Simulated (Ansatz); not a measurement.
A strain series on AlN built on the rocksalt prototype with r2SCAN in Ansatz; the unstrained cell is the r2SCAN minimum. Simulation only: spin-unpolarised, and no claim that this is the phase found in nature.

Input of the unstrained run:
```yaml
crystal:
  lattice:
    - [0.0, 2.0188684697, 2.0188684697]
    - [2.0188684697, 0.0, 2.0188684697]
    - [2.0188684697, 2.0188684697, 0.0]
  atoms:
    - { symbol: Al, position: [0.0, 0.0, 0.0] }
    - { symbol: "N", position: [0.5, 0.5, 0.5] }
kpoints:
  mp_grid: { grid: [10, 10, 10] }
  band_path:
    path:
      - [0.0, 0.0, 0.0]
      - [0.5, 0.0, 0.5]
      - [0.625, 0.25, 0.625]
      - [0.375, 0.375, 0.75]
      - [0.5, 0.5, 0.5]
      - [0.5, 0.25, 0.75]
      - [0.0, 0.5, 0.5]
    npoints: 1
hamiltonian:
  xc: r2scan
scf:
  occupations: { method: fixed }
  n_extra_bands: 4
output:
  forces: true
  stress: true
  eigenvalues: true
```

Its main results, and the levels near the gap at the points of the path (eV from the Fermi energy, bands numbered from 0, names kept under strain):
```
Crystal: 2 atoms, lattice volume = 16.457 Å³
Basis set: ecut = 500 eV, 411 PW (Γ)
Symmetry: 48 space group operations
Space group: Fm-3m (ITA 225)
k-points: 47 of 1000
Free energy (F): -928.148615 eV
Fermi energy:    11.096093 eV
--- Stress (GPa, compression-positive) ---
       -0.001014       0.000000       0.000000
        0.000000      -0.001014       0.000000
        0.000000       0.000000      -0.001014
  P = ⅓ Tr σ = -0.0010 GPa (-0.010 kbar)
```
```tsv
point	band_1	band_2	band_3	band_4	band_5	band_6
Γ	0.000	0.000	0.000	6.530	12.935	12.935
X	-7.565	-2.903	-2.903	5.522	6.007	15.430
U	-6.679	-5.549	-2.393	6.737	10.192	14.010
K	-6.679	-5.549	-2.393	6.737	10.192	14.010
L	-8.461	-1.153	-1.153	6.938	11.967	11.967
W	-5.837	-5.837	-3.953	9.091	11.698	11.698
(0,1/2,1/2)	-7.565	-2.903	-2.903	5.522	6.007	15.430
```

Uniaxial -4.0 % along x, other directions held. The input changes in these blocks:
```yaml
crystal:
  lattice:
    - [0.0, 2.0188684697, 2.0188684697]
    - [1.9381137309, 0.0, 2.0188684697]
    - [1.9381137309, 2.0188684697, 0.0]
  atoms:
    - { symbol: Al, position: [0.0, 0.0, 0.0] }
    - { symbol: "N", position: [0.5, 0.5, 0.5] }
output:
  forces: true
  stress: true
  eigenvalues: true
  write_density: true
  write_potential: true
  elf: true
  volumetric_format: npy
```

```
Crystal: 2 atoms, lattice volume = 15.799 Å³
Basis set: ecut = 500 eV, 395 PW (Γ)
Symmetry: 16 space group operations
Space group: I4/mmm (ITA 139)
k-points: 102 of 1000
Free energy (F): -928.103474 eV
Fermi energy:    11.783582 eV
--- Stress (GPa, compression-positive) ---
       23.795434       0.000000       0.000000
        0.000000       7.857343       0.000000
        0.000000       0.000000       7.857343
  P = ⅓ Tr σ = 13.1700 GPa (131.700 kbar)
```
```tsv
point	band_1	band_2	band_3	band_4	band_5	band_6
Γ	-0.314	0.000	0.000	7.016	12.797	12.797
X	-8.014	-3.271	-2.725	5.993	5.998	15.679
U	-7.082	-5.853	-2.495	7.068	10.539	14.182
K	-7.082	-5.853	-2.495	7.068	10.539	14.182
L	-8.833	-1.426	-1.261	7.055	11.733	12.833
W	-6.101	-6.101	-4.441	9.632	12.120	12.120
(0,1/2,1/2)	-7.811	-3.332	-3.332	5.573	5.614	16.207
```

r2SCAN: the gap goes from 5.522 to 5.573 eV (+0.051 eV); the X points, equivalent before, split by 420 meV, and the conduction bottom lies at those like (0, 1/2, 1/2); with r2SCAN the top three valence levels at Γ, degenerate before, become 2+1 from the top over 314 meV.

Epitaxial +4.0 % in the plane normal to [111], free normal strain -0.54 %. The input changes in these blocks:
```yaml
crystal:
  lattice:
    - [-0.0610761238, 2.0385470846, 2.0385470846]
    - [2.0385470846, -0.0610761238, 2.0385470846]
    - [2.0385470846, 2.0385470846, -0.0610761238]
  atoms:
    - { symbol: Al, position: [0.0, 0.0, 0.0] }
    - { symbol: "N", position: [0.5, 0.5, 0.5] }
```

```
Crystal: 2 atoms, lattice volume = 17.704 Å³
Basis set: ecut = 500 eV, 447 PW (Γ)
Symmetry: 12 space group operations
Space group: R-3m (ITA 166)
k-points: 116 of 1000
Free energy (F): -928.033017 eV
Fermi energy:    10.476354 eV
--- Stress (GPa, compression-positive) ---
      -17.304731       8.652581       8.652581
        8.652581     -17.304731       8.652581
        8.652581       8.652581     -17.304731
  P = ⅓ Tr σ = -17.3047 GPa (-173.047 kbar)
```
```tsv
point	band_1	band_2	band_3	band_4	band_5	band_6
Γ	-0.566	-0.566	0.000	5.010	11.859	11.859
X	-7.454	-3.389	-2.780	4.256	5.905	13.999
U	-6.596	-5.428	-2.856	5.430	9.752	12.788
K	-6.596	-5.428	-2.856	5.430	9.752	12.788
L	-8.055	-1.688	-1.688	5.495	10.288	10.288
W	-5.835	-5.820	-4.110	7.843	10.566	11.055
(0,1/2,1/2)	-7.454	-3.389	-2.780	4.256	5.905	13.999
```

r2SCAN: the gap goes from 5.522 to 4.256 eV (-1.266 eV); with r2SCAN the top three valence levels at Γ, degenerate before, become 1+2 from the top over 566 meV.

Epitaxial +5.0 % in the xy plane, free normal strain -3.35 %. The input changes in these blocks:
```yaml
crystal:
  lattice:
    - [0.0, 2.1198118932, 1.951269429]
    - [2.1198118932, 0.0, 1.951269429]
    - [2.1198118932, 2.1198118932, 0.0]
  atoms:
    - { symbol: Al, position: [0.0, 0.0, 0.0] }
    - { symbol: "N", position: [0.5, 0.5, 0.5] }
kpoints:
  mp_grid: { grid: [10, 10, 10] }
  band_path:
    path:
      - [0.0, 0.0, 0.0]
      - [0.5, 0.0, 0.5]
      - [0.625, 0.25, 0.625]
      - [0.375, 0.375, 0.75]
      - [0.5, 0.5, 0.5]
      - [0.5, 0.25, 0.75]
      - [0.5, 0.5, 0.0]
    npoints: 1
output:
  forces: true
  stress: true
  eigenvalues: true
  write_density: true
  write_potential: true
  elf: true
  volumetric_format: npy
```

```
Crystal: 2 atoms, lattice volume = 17.536 Å³
Basis set: ecut = 500 eV, 451 PW (Γ)
Symmetry: 16 space group operations
Space group: I4/mmm (ITA 139)
k-points: 102 of 1000
Free energy (F): -928.041623 eV
Fermi energy:    10.414347 eV
--- Stress (GPa, compression-positive) ---
      -18.557561       0.000000       0.000000
        0.000000     -18.557561       0.000000
        0.000000       0.000000      -0.044096
  P = ⅓ Tr σ = -12.3864 GPa (-123.864 kbar)
```
```tsv
point	band_1	band_2	band_3	band_4	band_5	band_6
Γ	-0.680	0.000	0.000	5.309	12.224	12.224
X	-7.456	-3.274	-2.195	5.000	6.220	14.028
U	-6.570	-5.536	-2.251	6.429	9.837	12.818
K	-6.348	-5.387	-2.809	5.664	9.006	13.654
L	-8.265	-1.410	-1.156	6.150	10.359	12.535
W	-5.903	-5.633	-3.678	8.005	10.494	11.274
(1/2,1/2,0)	-7.115	-3.343	-3.343	4.374	5.399	15.116
```

r2SCAN: the gap goes from 5.522 to 4.374 eV (-1.148 eV); the X points, equivalent before, split by 627 meV, and the conduction bottom lies at those like (1/2, 1/2, 0); with r2SCAN the top three valence levels at Γ, degenerate before, become 2+1 from the top over 680 meV.

Uniaxial +0.5 % along [111], other directions held. The input changes in these blocks:
```yaml
crystal:
  lattice:
    - [0.0067295616, 2.0255980312, 2.0255980312]
    - [2.0255980312, 0.0067295616, 2.0255980312]
    - [2.0255980312, 2.0255980312, 0.0067295616]
  atoms:
    - { symbol: Al, position: [0.0, 0.0, 0.0] }
    - { symbol: "N", position: [0.5, 0.5, 0.5] }
```

```
Crystal: 2 atoms, lattice volume = 16.539 Å³
Basis set: ecut = 500 eV, 411 PW (Γ)
Symmetry: 12 space group operations
Space group: R-3m (ITA 166)
k-points: 116 of 1000
Free energy (F): -928.147686 eV
Fermi energy:    11.049319 eV
--- Stress (GPa, compression-positive) ---
       -1.362400      -1.124136      -1.124136
       -1.124136      -1.362400      -1.124136
       -1.124136      -1.124136      -1.362400
  P = ⅓ Tr σ = -1.3624 GPa (-13.624 kbar)
```
```tsv
point	band_1	band_2	band_3	band_4	band_5	band_6
Γ	-0.071	0.000	0.000	6.430	12.792	12.946
X	-7.555	-2.949	-2.878	5.442	5.997	15.340
U	-6.674	-5.570	-2.372	6.731	10.079	13.939
K	-6.674	-5.570	-2.372	6.731	10.079	13.939
L	-8.489	-1.132	-1.132	6.953	11.982	11.982
W	-5.834	-5.832	-3.963	9.010	11.639	11.651
(0,1/2,1/2)	-7.555	-2.949	-2.878	5.442	5.997	15.340
```

r2SCAN: the gap goes from 5.522 to 5.442 eV (-0.080 eV); with r2SCAN the top three valence levels at Γ, degenerate before, become 2+1 from the top over 71 meV.

The splittings at Γ are without spin-orbit coupling, which regroups them where it is of like size or larger.
